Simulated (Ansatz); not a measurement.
# Mo2N monolayer under biaxial strain in the plane of the sheet, part 2 of 2

Wanted: the shifts of the zone-centre modes of Mo2N monolayer with strain.

Ansatz 0.2.0; DFT PBE, scalar-relativistic, plane waves, PAW; PAW set soft_1.

So far, highest optical mode at the zone centre (no LO-TO term) (cm⁻¹): step 5 (zone-centre response at rest) 593.

### 7. Zone-centre modes of the member: biaxial strain of +5 % in the plane of the sheet

The zone-centre modes follow for biaxial strain of +5 % in the plane of the sheet.

input.yaml

```yaml
crystal:
  lattice:
    - [2.9412027144, 0.0, 0.0]
    - [-1.4706013572, 2.5471562683, 0.0]
    - [0.0, 0.0, 28.6]
  atoms:
    - { symbol: "N", position: [0.0, 0.0, 0.3496503497] }
    - { symbol: Mo, position: [0.3333333333, 0.6666666667, 0.393889528] }
    - { symbol: Mo, position: [0.6666666667, 0.3333333333, 0.3054111713] }
  periodic: [true, true, false]
kpoints:
  mp_grid: { grid: [18, 18, 1] }
hamiltonian:
  xc: pbe
  pseudopotentials: { kind: paw, azcp: { folder: soft_1 } }
scf:
  occupations: { method: methfessel_paxton, width: 0.2 }
output:
  eigenvalues: true
phonons:
  method: dfpt
```

Started as:

```console
$ ansatz run input.yaml --threads 4 --pin off --max-ram 16384MiB --backend cpu --events-out ev --progress --plain --runs-dir out
```

Numbers of over 12 decimals in the logs are rounded to 6 here.

The log of the run:

```text
[...]
Crystal: 3 atoms, lattice volume = 214.263 Å³
Basis set: ecut = 420 eV, 4127 PW (Γ), exchange–correlation on 40×40×384 points (8 copies of the dense FFT grid, shifted against one another)
Bands: 21, of which v1, the nominal top of the filled ones, is band 17 counted from 1 (16 counted from 0)
Symmetry: 12 space group operations
k-points: 91 of 324 (irreducible under 2 space group operations, time reversal used)
[...]
SCF iter   1: F=—  HF=-10297.580191 eV  |F-HF|=—  |Δ(HF+E_count)|=         —  Δρ=7.37e-2  dr2=1.66e1  ethr=3.10e-3  ⟨swp⟩=12.0  Hψ=33239  notcnv=0
[...]
SCF iter  13: F=-10293.755404 eV  HF=-10293.755404 eV  |F-HF|=4.73e-11  |Δ(HF+E_count)|=   1.15e-9  S|Δr|=    0.00e0  Δρ=4.29e-8  dr2=4.33e-12  ethr=1.00e-12  ⟨swp⟩=25.0  Hψ=21295  notcnv=0
SCF 1 converged in 13 iterations: F = -10293.755404 eV  dr2 = 4.33e-12
[...]
SCF converged after 13 iterations
[...]
Free energy (F): -10293.755404 eV
[...]
Internal energy: -10293.754536 eV  (E = F + TS)
E sigma→0 (E₀):  -10293.755187 eV
Entropy (-TS):   -0.000868 eV (-0.289 meV/atom)
Fermi energy:    -4.914922 eV
Step filling:    the computed levels leave a gap of 0.0000 eV = 0.0 smearing widths at the electron count; against every level under it full and every level over it empty, smearing changes F+E_penalty+E_count by +0.067 meV and its σ→0 estimate by +0.284 meV
[...]
--- Band table (eV; the first three rows and the last of 91) ---
  k-point 0: bands = [... 13 lower, -6.2493, -6.2493, -6.0648, -5.6960, -4.7280, -4.7280, -4.4465, -4.3564, ... 4 higher]
  k-point 1: bands = [... 13 lower, -6.4388, -6.1700, -5.9789, -5.8273, -4.9724, -4.8366, -4.4077, -4.2085, ... 4 higher]
  k-point 2: bands = [... 13 lower, -6.8275, -6.2010, -5.9394, -5.7719, -4.9453, -4.9348, -4.4451, -3.9790, ... 4 higher]
  k-point 90: bands = [... 13 lower, -6.8767, -6.4140, -5.7754, -4.5191, -3.8280, -3.2007, -2.9928, -1.9246, ... 4 higher]
  ° read free of the cell's end (the report's vacuum.weakly_bound_levels)
[...]
ASR residual: 5.569e-5 → 0.000e0 eV/Å²; symmetrization residual: 1.056e-5 eV/Å²
[...]
ASR residual per site (eV/Å²): 2.46e-5 5.45e-5 5.57e-5
  Γ frequencies (cm⁻¹): 0.00 0.00 0.00 108.98 108.98 110.27 110.27 214.88 606.55
[...]
```

It took 1.7 min on 4 threads of Arm Neoverse V1, shared host; peak memory 1.4 GiB; 6.5 min of CPU time.

This step gave:

* sum-rule residual before enforcement: 5.57e-5 eV/Å²
* highest optical mode at the zone centre (no LO-TO term): 606.5 cm⁻¹
* lowest optical zone-centre mode: 109.0 cm⁻¹

Patterns of degenerate modes are one choice out of their space. The modes at Γ (shares of kinetic energy by element, %):

```tsv
mode	frequency (cm⁻¹)	symmetry	N %	Mo %
1	0.0	acoustic	7	93
2	0.0	acoustic	7	93
3	0.0	acoustic	7	93
4	109.0	Eg	0	100
5	109.0	Eg	0	100
6	110.3	Eu	93	7
7	110.3	Eu	93	7
8	214.9	A1g	0	100
9	606.5	A2u	93	7
```

The lowest optical mode is real, 109 cm⁻¹, and the highest lies at 606.5 cm⁻¹.

Between step 5 and this run (strain 5 %) the value for the highest optical mode at the zone centre (no LO-TO term) moves from 593 cm⁻¹ to 607 cm⁻¹ (+2 %).

### 8. A member of the series: biaxial strain of -3 % in the plane of the sheet

The cell takes a biaxial strain of -3 % in the plane of the sheet. The cell is held, and the atoms relax in it.

input.yaml, the sections that differ from step 7:

```yaml
crystal:
  lattice:
    - [2.717111079, 0.0, 0.0]
    - [-1.3585555395, 2.3530872193, 0.0]
    - [0.0, 0.0, 28.6]
  atoms:
    - { symbol: "N", position: [0.0, 0.0, 0.3496503497] }
    - { symbol: Mo, position: [0.3333333333, 0.6666666667, 0.399983694] }
    - { symbol: Mo, position: [0.6666666667, 0.3333333333, 0.2993170054] }
  periodic: [true, true, false]
output:
  forces: true
  stress: true
  eigenvalues: true
relax:
  adjacent_minimum: "off"
  f_tol: 0.001
  max_steps: 60
# kpoints, hamiltonian, scf: as in step 7
# phonons: removed
```

The log of the run:

```text
[...]
Crystal: 3 atoms, lattice volume = 182.857 Å³
Basis set: ecut = 420 eV, 3617 PW (Γ), exchange–correlation on 40×40×384 points (8 copies of the dense FFT grid, shifted against one another)
Bands: 21, of which v1, the nominal top of the filled ones, is band 17 counted from 1 (16 counted from 0)
Symmetry: 12 space group operations
[...]
--- Relaxed structure (4 steps of the walk, 4 accepted, 0 SCFs on fresh bases) ---
  F+E_penalty+E_count = -10293.81102577 eV   max|allowed force component| = 3.523e-4 eV/Å
  cell:  # Å, volume = 182.8569 Å³
    - [2.717111, 0.0, 0.0]
    - [-1.358556, 2.353087, 0.0]
    - [0.0, 0.0, 28.6]
  atoms:
    - { symbol: N, position: [0, 0, 0.3496503497] }
    - { symbol: Mo, position: [0.333333, 0.666667, 0.400643] }
    - { symbol: Mo, position: [0.666667, 0.333333, 0.298658] }
[key lines of the parts left out:]
SCF converged after 4 iterations
Free energy (F): -10293.811026 eV
Fermi energy:    -5.139725 eV
P = ½ c Tr σ = 7.9363 N/m
```

Elapsed: 9.2 s, on 4 threads; peak memory 0.44 GiB; 34 s of CPU time.

Relaxation path:

```tsv
step	energy less that of the first step (eV)	largest force component (eV/Å)
1	0.0000	0.3097
2	-0.0057	0.0400
3	-0.0058	0.0003
4	-0.0058	0.0004
```

Forces are held to the 12 operations that the run works with; a distortion that breaks them can't arise in this run.

The atoms that moved most (Å):

```tsv
atom	dx	dy	dz	length
Mo2	0.000	0.000	0.019	0.019
Mo3	0.000	0.000	-0.019	0.019
```

Final coordinates:

```xyz
3
Lattice="2.7171 0.0000 0.0000 -1.3586 2.3531 0.0000 0.0000 0.0000 28.6000" Properties=species:S:1:pos:R:3
N     0.0000    0.0000   10.0000
Mo    0.0000    1.5687   11.4584
Mo    1.3586    0.7844    8.5416
```

This step gave:

- area per atom: 2.131 Å²

The largest force component left is 0.35 meV/Å.

### 9. Zone-centre modes of the member: biaxial strain of -3 % in the plane of the sheet

The zone-centre modes follow for biaxial strain of -3 % in the plane of the sheet.

input.yaml, the sections that differ from step 8:

```yaml
crystal:
  lattice:
    - [2.717111079, 0.0, 0.0]
    - [-1.3585555395, 2.3530872193, 0.0]
    - [0.0, 0.0, 28.6]
  atoms:
    - { symbol: "N", position: [0.0, 0.0, 0.3496503497] }
    - { symbol: Mo, position: [0.3333333333, 0.6666666667, 0.4006431253] }
    - { symbol: Mo, position: [0.6666666667, 0.3333333333, 0.2986575741] }
  periodic: [true, true, false]
output:
  eigenvalues: true
phonons:
  method: dfpt
# kpoints, hamiltonian, scf: as in step 8
# relax: removed
```

The log of the run:

```text
[...]
Crystal: 3 atoms, lattice volume = 189.465 Å³
Basis set: ecut = 420 eV, 3729 PW (Γ), exchange–correlation on 40×40×400 points (8 copies of the dense FFT grid, shifted against one another)
Bands: 21, of which v1, the nominal top of the filled ones, is band 17 counted from 1 (16 counted from 0)
Symmetry: 12 space group operations
[...]
k-point 90: bands = [... 13 lower, -7.0574, -6.6010, -6.3060, -5.1820, -3.9173, -3.4368, -2.3899, -1.9414, ... 4 higher]
  ° read free of the cell's end (the report's vacuum.weakly_bound_levels)
[...]
ASR residual: 6.573e-5 → 0.000e0 eV/Å²; symmetrization residual: 9.485e-6 eV/Å²
[...]
ASR residual per site (eV/Å²): 3.77e-5 6.57e-5 6.45e-5
  Γ frequencies (cm⁻¹): 0.00 0.00 0.00 125.88 125.88 215.24 345.96 345.96 548.97
[...]
[key lines of the parts left out:]
SCF converged after 12 iterations
Free energy (F): -10293.811024 eV
Fermi energy:    -5.139718 eV
```

The job ended after 85 s (4 threads; peak memory 1.3 GiB).

This step gave:

- sum-rule residual before enforcement: 6.57e-5 eV/Å²
- highest optical mode at the zone centre (no LO-TO term): 549.0 cm⁻¹
- lowest optical zone-centre mode: 125.9 cm⁻¹

Patterns of degenerate modes are one choice out of their space. Modes at Γ, with each element's share of the kinetic energy:

```tsv
mode	frequency (cm⁻¹)	symmetry	N %	Mo %
1	0.0	acoustic	7	93
2	0.0	acoustic	7	93
3	0.0	acoustic	7	93
4	125.9	Eg	0	100
5	125.9	Eg	0	100
6	215.2	A1g	0	100
7	346.0	Eu	93	7
8	346.0	Eu	93	7
9	549.0	A2u	93	7
```

The lowest optical mode is real, 126 cm⁻¹, and the highest lies at 549.0 cm⁻¹.

For the highest optical mode at the zone centre (no LO-TO term), step 5 gave 593 cm⁻¹; this run, with strain -3 %, gives 549 cm⁻¹ (-7 %).

### 10. All members side by side

The members are set side by side, also those not shown above.

Energies are extrapolated to zero smearing, and E0 is that at rest; the cell is clamped and the atoms are relaxed; all runs use 18×18×1 k points and Methfessel-Paxton smearing of 0.2 eV. State of the crystal along the series:

```tsv
strain (%)	E - E0 (meV/atom)
-3	27.76
-2	10.61
-1	1.998
0	0
1	1.52
2	5.924
3	14.27
4	27.64
5	46.58
```

Optical modes are counted from below at rest and tracked from member to member by their patterns, and modes that stay within 0.3 cm⁻¹ of each other stand once; labels, where given, are those at rest; the cell is clamped and the atoms are relaxed; all runs use 18×18×1 k points and Methfessel-Paxton smearing of 0.2 eV. Optical modes along the series:

```tsv
strain (%)	optical mode 1 Eg (cm⁻¹)	optical mode 2 A1g (cm⁻¹)	optical mode 3 Eu (cm⁻¹)	optical mode 4 A2u (cm⁻¹)
-3	125.9	215.2	346	549
-2	125.6	206.9	324.5	562.7
-1	124.6	194.6	293.2	576.6
0	123.8	178.9	252.2	592.5
1	123.6	177.6	216.7	607.8
2	123	189.6	193.7	614.3
3	120.5	204.3	176.9	613.5
4	115.7	214	151.1	610.9
5	109	214.9	110.3	606.5
```

Value and slope at zero strain of a cubic (a lower polynomial where under five rows exist) through the rows within 2 % of rest. Slopes at rest:

```tsv
mode	frequency (cm⁻¹)	shift per percent of strain (cm⁻¹)
optical mode 1 Eg	123.9	-0.46
optical mode 2 A1g	180.5	-9.9
optical mode 3 Eu	252.9	-40.1
optical mode 4 A2u	593	16.47
```

### 11. Summary of results

```yaml
members: 9
highest_optical_mode_at_the_zone_centre_no_lo_to_term_at_rest: 592.5 cm⁻¹
optical_mode_1_eg_shift_per_percent: -0.46 cm⁻¹
optical_mode_2_a1g_shift_per_percent: -9.90 cm⁻¹
optical_mode_3_eu_shift_per_percent: -40.10 cm⁻¹
optical_mode_4_a2u_shift_per_percent: 16.47 cm⁻¹
```

**Reading.** Within 2 % of rest several modes bend away from a straight line, so single slopes hold only near rest. These are harmonic frequencies at zero temperature: anharmonic shifts, linewidths and thermal expansion are left out. With no gap, or one that is small against the smearing, the frequencies hang on the k mesh and the smearing, most of all near Kohn anomalies. The runs are without spin polarisation, although the cell has an odd electron count. The starting cell was built on a prototype and not taken from a measurement. Only the zone centre was solved, so an instability at another wavevector cannot show here.

[Logs are printed without paths, hosts, clocks, repeated set-up lines and the standing remarks that a program may print on its own settings, such as how far it seeks lower states.]

[Hosts, paths, dates, database ids (printed as entryN), source tags and the programs' standing remarks are cut or masked in the printed files.]
